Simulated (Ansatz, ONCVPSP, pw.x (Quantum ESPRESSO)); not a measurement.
## Sb: does the ONCV potential hold in the solid?

antimony (Sb), optimised norm-conserving Vanderbilt (ONCV), made with ONCVPSP 4.0.1 (PBE, scalar-relativistic). Core [Ar] 3d10, reference 4s2 4p6 4d10 5s2 5p3. Waves: 4s+5s: rc 1.35 bohr, ncon 3, nbas 6, qcut 8.3 1/bohr, 2 projectors; 4p+5p: rc 1.50 bohr, ncon 3, nbas 7, qcut 10.4 1/bohr, 2 projectors; 4d: rc 1.45 bohr, ncon 4, nbas 8, qcut 10.1 1/bohr, 1 projector. Local part: polynomial inside 1.00 bohr (lpopt 5, dvloc0 0 Ha). Core correction: none.

Crystal test: bcc Sb in pw.x 7.5, no spin, 12³ k-points, Fermi–Dirac smearing 0.01 Ry, cutoffs 105/420 Ry. The reference is all-electron LAPW (Ansatz 0.2.0) with the same functional, mesh and smearing; V0 and B0 come from Birch–Murnaghan fits to the pressures at five volumes. Errors are pseudo minus all-electron; Δ is the rms difference of the E(V) curves that follow from these fits, minima aligned, over ±6 % about the mean V0. Mesh and smearing are coarse, so the numbers serve the comparison and aren't converged zero-temperature values; the lattice is a test structure that the element need not adopt.

```csv
V (Å³/atom),P all-electron (GPa),P pseudo (GPa)
25.918,3.42,3.59
26.600,1.55,1.71
27.282,-0.06,0.08
27.964,-1.47,-1.34
28.646,-2.70,-2.58
```

All-electron: a0 = 3.792 Å (V0 = 27.25 Å³/atom), B0 = 60.7 GPa.

Pseudopotential: mean pressure error (GPa): +0.15; a0 (Å): 3.795; a0 error (%): +0.08; B0 error (%): -0.3; Δ (meV/atom): 0.9.

**Question.** At the middle volume, how do free energy and pressure move when the wave cutoff is lowered (ecutrho kept at four times it)?

**Answer.**

| cutoff (Ry) | shift of F (meV/atom) | shift of P (GPa) |
| --- | --- | --- |
| 47 | +26176.5 | -536.85 |
| 63 | +3651.1 | -123.64 |
| 84 | +114.1 | -7.62 |

The run at the middle volume (72 k-points, 8 iterations) took about 2.8 min on one core of a shared host (Intel(R) Xeon(R) Processor @ 2.60GHz, 24 threads, 31 GiB, load 24).
